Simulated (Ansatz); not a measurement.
Crystal: MgO.

```
CELL_PARAMETERS angstrom
0.00000 2.09700 2.09700
2.09700 0.00000 2.09700
2.09700 2.09700 0.00000
ATOMIC_POSITIONS crystal
Mg 0.00000 0.00000 0.00000
O 0.50000 0.50000 0.50000
```

The cell is a database's computed one.

Base run:

| Item | Value |
| --- | --- |
| Program | Ansatz 0.2.0 |
| Functional | RPBE |
| Dispersion | D4 |
| Potentials or basis | Ansatz PAW |
| Cutoff | 420 eV (not typed: the program's choice for these potentials) |
| k mesh | 11 × 11 × 11 |
| Occupations | gaussian, width 0.1 eV |
| Spin | no spin polarisation |

Its results: band gap on the k mesh 4.98 eV, direct; pressure 4.3 GPa.

Task: The run is repeated on the same cell with these changes: dispersion from D4 to none; occupations from gaussian, width 0.1 eV to gaussian, width 0.05 eV. What comes out?

Result: Band gap on the k mesh 4.98 eV, direct; pressure 12.0 GPa.

Caveats: odd divisions of the mesh miss points on the zone boundary, where band edges often lie, so the gap on the mesh can be too wide; the PAW data sets come from PBE, with cores solved anew for the run's functional, which leaves a small shift of forces and pressure.

